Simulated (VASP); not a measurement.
# Ge (Fd-3m) in VASP: single point with PBEsol

Aim: the single point of Ge with PBEsol.

Everything below comes from runs of VASP 6.6.1. Logs are shortened: lines on timing, memory, paths and dates and some standing lists are left out, and cuts for length are marked.

### Step 1. Starting point

Symmetry: Fd-3m, No. 227, cubic system. The conventional cell has a = 5.674 Å, b = 5.674 Å, c = 5.674 Å, α = 90.00°, β = 90.00°, γ = 90.00°. Ge (site symmetry -43m) is surrounded by 4 Ge at 2.46 Å.

### Step 2. Single point, PBEsol, non-collinear spin, zero start, spin-orbit coupling

The input, INCAR:

```
SYSTEM = Ge
  ALGO = Normal
  EDIFF = 1E-7
  ENCUT = 520
  GGA = PS
  GGA_COMPAT = .False.
  ISIF = 2
  ISMEAR = 0
  LASPH = .True.
  LCHARG = .False.
  LORBIT = 11
  LREAL = .False.
  LSORBIT = .True.
  LWAVE = .False.
  MAGMOM = 0 0 0 0 0 0
  NBANDS = 40
  NELM = 80
  PREC = Accurate
  SIGMA = 0.1
```

The input, KPOINTS:

```
k-points
0
Gamma
  14 14 14
  0 0 0
```

The input, POSCAR:

```
Ge
1.0
    0.0000000000      2.8371800000      2.8371800000
    2.8371800000      0.0000000000      2.8371800000
    2.8371800000      2.8371800000      0.0000000000
Ge
2
Direct
    0.5000000000      0.5000000000      0.5000000000
    0.7500000000      0.7500000000      0.7500000000
```

Potentials or basis: VASP PAW PBE potentials, release 64 (Ge_d).

Run with:

```sh
$ cat potpaw_PBE.64/Ge_d/POTCAR > POTCAR
$ mpirun -np 1 vasp_ncl > vasp.out
```

OUTCAR:

```text
SYSTEM = Ge
   EDIFF = 1E-7
   ENCUT = 520
   GGA = PS
   ISIF = 2
   ISMEAR = 0
   LASPH = .True.
   LORBIT = 11
   LREAL = .False.
   LSORBIT = .True.
   NELM = 80
   PREC = Accurate

 ion  position               nearest neighbor table
   1  0.500  0.500  0.500-   2 2.46   2 2.46   2 2.46   2 2.46
   2  0.750  0.750  0.750-   1 2.46   1 2.46   1 2.46   1 2.46

  LATTYP: Found a face centered cubic cell.
 ALAT       =     5.6743600000

  Lattice vectors:

 A1 = (   0.0000000000,   2.8371800000,   2.8371800000)
 A2 = (   2.8371800000,   0.0000000000,   2.8371800000)
 A3 = (   2.8371800000,   2.8371800000,   0.0000000000)

Analysis of symmetry for initial positions (statically):
=====================================================================
 Subroutine PRICEL returns:
 Original cell was already a primitive cell.

 Routine SETGRP: Setting up the symmetry group for a
 face centered cubic supercell.

 Subroutine GETGRP returns: Found 48 space group operations
 (whereof 24 operations were pure point group operations)
 out of a pool of 48 trial point group operations.

The static configuration has the point symmetry T_d .
 The point group associated with its full space group is O_h .

Analysis of symmetry for dynamics (positions and initial velocities):
=====================================================================
 Subroutine PRICEL returns:
 Original cell was already a primitive cell.

 Routine SETGRP: Setting up the symmetry group for a
 face centered cubic supercell.

 Subroutine GETGRP returns: Found 48 space group operations
 (whereof 24 operations were pure point group operations)
 out of a pool of 48 trial point group operations.

The dynamic configuration has the point symmetry T_d .
 The point group associated with its full space group is O_h .

Analysis of structural, dynamic, and magnetic symmetry:
=====================================================================
 Subroutine PRICEL returns:
 Original cell was already a primitive cell.

 Routine SETGRP: Setting up the symmetry group for a
 face centered cubic supercell.

 Subroutine GETGRP returns: Found 48 space group operations
 (whereof 24 operations were pure point group operations)
 out of a pool of 48 trial point group operations.

The overall configuration has the point symmetry T_d .
 The point group associated with its full space group is O_h .

 Subroutine INISYM returns: Found 48 space group operations
 (whereof 24 operations are pure point group operations),
 and found     1 'primitive' translations

----------------------------------------------------------------------------------------

                                     Primitive cell

  volume of cell :      45.6763

  direct lattice vectors                    reciprocal lattice vectors
     0.000000000  2.837180000  2.837180000    -0.176231328  0.176231328  0.176231328
     2.837180000  0.000000000  2.837180000     0.176231328 -0.176231328  0.176231328
     2.837180000  2.837180000  0.000000000     0.176231328  0.176231328 -0.176231328

  length of vectors
     4.012378435  4.012378435  4.012378435     0.305241614  0.305241614  0.305241614

  position of ions in fractional coordinates (direct lattice)
     0.500000000  0.500000000  0.500000000
     0.750000000  0.750000000  0.750000000

  ion indices of the primitive-cell ions
   primitive index   ion index
                 1           1
                 2           2

----------------------------------------------------------------------------------------

 KPOINTS: k-points

Automatic generation of k-mesh.
 Grid dimensions read from file:
 generate k-points for:   14   14   14

 Generating k-lattice:

  Cartesian coordinates                     Fractional coordinates (reciprocal lattice)
    -0.012587952  0.012587952  0.012587952     0.071428571  0.000000000  0.000000000
     0.012587952 -0.012587952  0.012587952     0.000000000  0.071428571  0.000000000
     0.012587952  0.012587952 -0.012587952     0.000000000  0.000000000  0.071428571

  Length of vectors
     0.021802972  0.021802972  0.021802972

  Shift w.r.t. Gamma in fractional coordinates (k-lattice)
     0.000000000  0.000000000  0.000000000

 Subroutine IBZKPT returns following result:
 ===========================================

 Found    104 irreducible k-points:

 Following reciprocal coordinates:
            Coordinates               Weight
  0.000000  0.000000  0.000000      1.000000
  0.071429  0.000000  0.000000      8.000000
  0.142857  0.000000  0.000000      8.000000
  0.214286  0.000000  0.000000      8.000000
  0.285714  0.000000  0.000000      8.000000
  0.357143  0.000000  0.000000      8.000000
[... 16 lines left out ...]
  0.214286  0.142857  0.000000     24.000000
  0.285714  0.142857  0.000000     24.000000
 [... further k-points ...]
   k-points           NKPTS =    104   k-points in BZ     NKDIM =    104   number of bands    NBANDS=     40
   number of dos      NEDOS =    301   number of ions     NIONS =      2
   total plane-waves  NPLWV =  27000
   dimension x,y,z NGX =    30 NGY =   30 NGZ =   30
   dimension x,y,z NGXF=    60 NGYF=   60 NGZF=   60
   ions per type =               2
   NGX,Y,Z   is equivalent  to a cutoff of  12.43, 12.43, 12.43 a.u.
   NGXF,Y,Z  is equivalent  to a cutoff of  24.86, 24.86, 24.86 a.u.
 SYSTEM =  Ge
   PREC   = accura    normal or accurate (medium, high low for compatibility)
   ISTART =      0    job   : 0-new  1-cont  2-samecut
   ICHARG =      2    charge: 1-file 2-atom 10-const
   ISPIN  =      1    spin polarized calculation?
   LNONCOLLINEAR =      T non collinear calculations
   LSORBIT =      T    spin-orbit coupling
   LASPH  =      T    aspherical Exc in radial PAW
   ENCUT  =  520.0 eV  38.22 Ry    6.18 a.u.   7.46  7.46  7.46*2*pi/ulx,y,z
   NELM   =     80;   NELMIN=  2; NELMDL= -5     # of ELM steps
   EDIFF  = 0.1E-06   stopping-criterion for ELM
   LREAL  =      F    real-space projection
   EDIFFG = 0.1E-05   stopping-criterion for IOM
   NSW    =      0    number of steps for IOM
   IBRION =     -1    ionic relax: 0-MD 1-quasi-New 2-CG
   NFREE  =      0    steps in history (QN), initial steepest desc. (CG)
   ISIF   =      2    stress and relaxation
   ISYM   =      2    0-nonsym 1-usesym 2-fastsym
   POTIM  = 0.5000    time-step for ionic-motion
   TEBEG  =    0.0;   TEEND  =   0.0 temperature during run
   PSTRESS=    0.0 pullay stress
   NELECT =      28.0000    total number of electrons
   NUPDOWN=      -1.0000    fix difference up-down
   EMIN   =  10.00;   EMAX   =-10.00  energy-range for DOS
   EFERMI =   0.00;   METHOD = LEGACY
   ISMEAR =     0;   SIGMA  =   0.10  broadening in eV -4-tet -1-fermi 0-gaus
   EFERMI_NEDOS =   21; number of points for ismear=-14 and -15
   IALGO  =     38    algorithm
   IMIX   =      4    mixing-type and parameters
     AMIX     =   0.40;   BMIX     =  1.00
     AMIX_MAG =   1.60;   BMIX_MAG =  1.00
  volume/ion in A,a.u.               =      22.84       154.12
  Fermi-wavevector in a.u.,A,eV,Ry     =   1.390691  2.628025 26.313956  1.934021
  Thomas-Fermi vector in A             =   2.514602
   LORBIT       =     11    0 simple, 1 ext, 2 COOP (PROOUT), +10 PAW based schemes
   GGA     = PS    functional components
   LHFCALC =     F    Hartree Fock is set to
   AEXX    =    0.0000 exact exchange contribution
   IVDW    =     0    specifies the selected vdW correction
   LEPSILON=     F    determine dielectric tensor
   LRPA    =     F    only Hartree local field effects (RPA)
 Gauss-broadening in eV      SIGMA  =   0.10
  energy-cutoff  :      520.00
  volume of cell :       45.68
 maximum number of plane-waves:      2494
 NGX is ok and might be reduce to    30
   NGX = 15   NGY = 15   NGZ = 15

 number of electron      28.0000000 magnetization       0.0000000      0.0000000      0.0000000

 number of electron      28.0000015 magnetization      -0.0000000     -0.0000000     -0.0000000

 number of electron      28.0000015 magnetization       0.0000000      0.0000000     -0.0000000

 number of electron      28.0000015 magnetization      -0.0000000     -0.0000000      0.0000000

 Free energy of the ion-electron system (eV)
  ---------------------------------------------------
  ext. energy  EPLUGINS =         0.00000000
  ---------------------------------------------------
  free energy    TOTEN  =        -9.89287937 eV

  energy without entropy =       -9.89259427  energy(sigma->0) =       -9.89273682

 E-fermi :   4.8231     XC(G=0): -10.0872

 val. band max:        4.7453068534   @ k =   0.0714   0.0000   0.0000
 cond. band min:       4.8715858223   @ k =   0.5000   0.0000   0.0000
 fundamental gap:      0.1262789689
 Fermi energy:         4.8231294194

 k-point     1 :       0.0000    0.0000    0.0000
  band No.  band energies     occupation
      1     -20.2434      1.00000
      2     -20.2434      1.00000
      3     -20.2434      1.00000
      4     -20.2434      1.00000
      5     -20.1812      1.00000
      6     -20.1812      1.00000
[... 32 lines left out ...]
     39      14.2334      0.00000
[... 988 lines left out ...]
     39      13.9289      0.00000
     40      13.9289      0.00000

 [... further k-points ...]

------------------------ aborting loop because EDIFF is reached ----------------------------------------

  FORCE on cell =-STRESS in cart. coord.  units (eV):
  Direction    XX          YY          ZZ          XY          YZ          ZX
  --------------------------------------------------------------------------------------
  -------------------------------------------------------------------------------------
  Total       -0.0086562     -0.0086562     -0.0086562      0.0000000      0.0000000     -0.0000000
  in kB       -0.3036334     -0.3036334     -0.3036334      0.0000000      0.0000000     -0.0000000
  external PRESSURE =      -0.3036334 kB  Pullay stress =       0.0000000 kB

 VOLUME and BASIS-vectors are now :
 -----------------------------------------------------------------------------
  energy-cutoff  :      520.00
  volume of cell :       45.68
      direct lattice vectors                 reciprocal lattice vectors
     0.000000000  2.837180000  2.837180000    -0.176231328  0.176231328  0.176231328
     2.837180000  0.000000000  2.837180000     0.176231328 -0.176231328  0.176231328
     2.837180000  2.837180000  0.000000000     0.176231328  0.176231328 -0.176231328

 POSITION                                       TOTAL-FORCE (eV/Angst)
 -----------------------------------------------------------------------------------
      2.83718      2.83718      2.83718         0.000000      0.000000      0.000000
      4.25577      4.25577      4.25577        -0.000000     -0.000000     -0.000000
 -----------------------------------------------------------------------------------
    total drift:                                0.000000      0.000000      0.000000

  FREE ENERGIE OF THE ION-ELECTRON SYSTEM (eV)
  ---------------------------------------------------
  free  energy   TOTEN  =        -9.8928793668 eV

  energy  without entropy=       -9.8925942745  energy(sigma->0) =       -9.89273682

 Spin-Orbit-Coupling matrix elements

 Ion:    1  E_soc:     -0.0183928
 l=   1
     0.0000000    -0.0021126    -0.0021126
    -0.0021126     0.0000000    -0.0021126
    -0.0021126    -0.0021126     0.0000000
 l=   2
     0.0000000    -0.0001903     0.0000000    -0.0001903    -0.0007626
    -0.0001903     0.0000000    -0.0005719    -0.0001903    -0.0001906
     0.0000000    -0.0005719     0.0000000    -0.0005719     0.0000000
    -0.0001903    -0.0001903    -0.0005719     0.0000000    -0.0001906
    -0.0007626    -0.0001906     0.0000000    -0.0001906     0.0000000
 l=   3
     0.0000000     0.0000000     0.0000000     0.0000000     0.0000000     0.0000000     0.0000000
     0.0000000     0.0000000     0.0000000     0.0000000     0.0000000     0.0000000     0.0000000
     0.0000000     0.0000000     0.0000000     0.0000000     0.0000000     0.0000000     0.0000000
     0.0000000     0.0000000     0.0000000     0.0000000     0.0000000     0.0000000     0.0000000
     0.0000000     0.0000000     0.0000000     0.0000000     0.0000000     0.0000000     0.0000000
     0.0000000     0.0000000     0.0000000     0.0000000     0.0000000     0.0000000     0.0000000
     0.0000000     0.0000000     0.0000000     0.0000000     0.0000000     0.0000000     0.0000000

 Ion:    2  E_soc:     -0.0183928
 l=   1
     0.0000000    -0.0021126    -0.0021126
    -0.0021126     0.0000000    -0.0021126
    -0.0021126    -0.0021126     0.0000000
 l=   2
     0.0000000    -0.0001903     0.0000000    -0.0001903    -0.0007626
    -0.0001903     0.0000000    -0.0005719    -0.0001903    -0.0001906
     0.0000000    -0.0005719     0.0000000    -0.0005719     0.0000000
    -0.0001903    -0.0001903    -0.0005719     0.0000000    -0.0001906
    -0.0007626    -0.0001906     0.0000000    -0.0001906     0.0000000
 l=   3
     0.0000000     0.0000000     0.0000000     0.0000000     0.0000000     0.0000000     0.0000000
     0.0000000     0.0000000     0.0000000     0.0000000     0.0000000     0.0000000     0.0000000
     0.0000000     0.0000000     0.0000000     0.0000000     0.0000000     0.0000000     0.0000000
     0.0000000     0.0000000     0.0000000     0.0000000     0.0000000     0.0000000     0.0000000
     0.0000000     0.0000000     0.0000000     0.0000000     0.0000000     0.0000000     0.0000000
     0.0000000     0.0000000     0.0000000     0.0000000     0.0000000     0.0000000     0.0000000
     0.0000000     0.0000000     0.0000000     0.0000000     0.0000000     0.0000000     0.0000000

 total charge

# of ion       s       p       d       tot
------------------------------------------
    1        1.130   1.249  10.023  12.402
    2        1.130   1.249  10.023  12.402
--------------------------------------------------
tot          2.260   2.498  20.046  24.803

 magnetization (x)

# of ion       s       p       d       tot
------------------------------------------
    1        0.000  -0.000  -0.000   0.000
    2       -0.000  -0.000   0.000  -0.000
--------------------------------------------------
tot          0.000  -0.000   0.000  -0.000

 magnetization (y)

# of ion       s       p       d       tot
------------------------------------------
    1        0.000  -0.000  -0.000  -0.000
    2        0.000  -0.000  -0.000  -0.000
--------------------------------------------------
tot          0.000  -0.000  -0.000  -0.000

 magnetization (z)

# of ion       s       p       d       tot
------------------------------------------
    1        0.000  -0.000   0.000  -0.000
    2       -0.000   0.000   0.000  -0.000
--------------------------------------------------
tot         -0.000  -0.000   0.000  -0.000
```

Wall time 2.6 min (1 thread of Intel Xeon 6975P-C (Granite Rapids), shared host); peak memory 0.43 GiB.

What came out:

| Item | Value |
| --- | --- |
| Free energy | -9.8929 eV |
| Pressure | 0.0 GPa |
| Net moment | 0.00 μB per cell |
| Valence electrons inside the program's atomic spheres | Ge 12.40 |

Moments on the atoms (μB; x, y, z):
```
Ge  0.00 0.00 0.00
Ge  0.00 0.00 0.00
```

Caveat: the PAW data sets were made with another functional, which shifts forces and pressure a little.
